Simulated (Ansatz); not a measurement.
Computed with DFT PBE, scalar-relativistic, plane waves, PAW in Ansatz 0.2.0. Settings: cutoff 420 eV, Γ-centred meshes spaced at most about 0.3 Å⁻¹, and about 0.25 Å⁻¹ or finer for metals (2π included), Gaussian smearing. No spin polarisation.

Temperature and zero-point effects are left out.

Two forms of Cd4Se were relaxed alike.

A.

```xyz
5
Lattice="4.2395 0.0000 0.0000 0.0000 4.2395 0.0000 0.0000 0.0000 7.8446" Properties=species:S:1:pos:R:3 pbc="T T T"
Cd    2.1198    0.0000    6.1501
Cd    0.0000    2.1198    1.6946
Cd    0.0000    0.0000    3.9223
Cd    2.1198    2.1198    3.9223
Se    0.0000    0.0000    0.0000
```

B.

```xyz
10
Lattice="5.9576 0.0000 0.0000 0.0000 5.9576 0.0000 0.0000 0.0000 6.9399" Properties=species:S:1:pos:R:3 pbc="T T T"
Cd    1.9317    4.9105    4.8772
Cd    1.0471    1.9317    4.8772
Cd    4.0258    1.0471    4.8772
Cd    4.9105    4.0258    4.8772
Cd    4.0258    4.9105    2.0627
Cd    4.9105    1.9317    2.0627
Cd    1.0471    4.0258    2.0627
Cd    1.9317    1.0471    2.0627
Se    0.0000    0.0000    0.0000
Se    2.9788    2.9788    0.0000
```

Problem. Which would you expect to be lower, and how large is the difference?

Solution. A is lower, by 20 meV/atom. A has space group P-4m2 (No. 115), 28.2 Å³/atom and no gap on its mesh; B has space group P4/nbm (No. 125), 24.6 Å³/atom and no gap. Counting Cd atoms around Se (those within 1.25 times the shortest such distance or 1.15 times the sum of covalent radii), A has Se 4 and B has Se 8. The lower one is the more open, so pressure narrows the difference. In A, Cd on a site of symmetry 2mm has 2 Se at 2.71 Å and 4 Cd at 3.08 Å; around Cd on a site of symmetry -4m2 lie 8 Cd at 3.00–3.08 Å; around Se lie 4 Cd at 2.71 Å; 1 more site not described. In B, Cd has 6 Cd at 2.96–3.11 Å, 2 Se at 3.01 Å and 2 Cd at 3.51 Å; around Se lie 8 Cd at 3.01 Å. Both come from invented guesses.

The k mesh leaves some 4 meV/atom of noise in the energy of each metallic cell. Cells relaxed within their symmetry can be saddle points.
